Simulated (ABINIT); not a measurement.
Runs of ABINIT 10.8.3 (patched build) on NbP. Symmetry: I4_1md, No. 109, tetragonal system. The conventional cell has a = 3.350 Å, b = 3.350 Å, c = 11.480 Å, α = 90.00°, β = 90.00°, γ = 90.00°. Around Nb (site symmetry 2mm) lie 6 P at 2.55 Å. P (site symmetry 2mm) has 6 Nb at 2.55 Å as nearest neighbours. The cell is a database's computed one.

```csv
task,level,cell,gap on the mesh (eV),pressure (GPa),V0 of scaled cells (Å³/atom),B0 (GPa),largest force (eV/Å)
equation of state,PBEsol,as given,-,-,15.59,205,-
equation of state,PBE,as given,-,-,16.01,(a),-
single point,PBEsol,"atoms moved at random, drawn with an rms of 0.05 Å",none,-5.9,-,-,1.24
band structure,PBEsol,as given,none,(b),-,-,0.02
```

Alike in all rows: potentials or basis JTH PAW PBE v2.0; no spin polarisation; k mesh 11 × 11 × 11; cutoff (eV) 544; smearing fermi-dirac 0.05 eV.

**Question.** Fill in the values left out.

**Answer.** (a) 190; (b) -6.6.

Caveats: the PAW data sets were made with another functional, which shifts forces and pressure a little (some runs); pressures at fixed basis lie under the slope of the energies (some runs); the cell was scaled at fixed shape and fractional positions, which overstates the stiffness of a crystal with free parameters, most of all of layers and chains (some runs).

A k mesh can miss the band edges, and the runs leave out spin-orbit coupling on Nb.

A gap of «none» marks a metal or a gap under the smearing width.
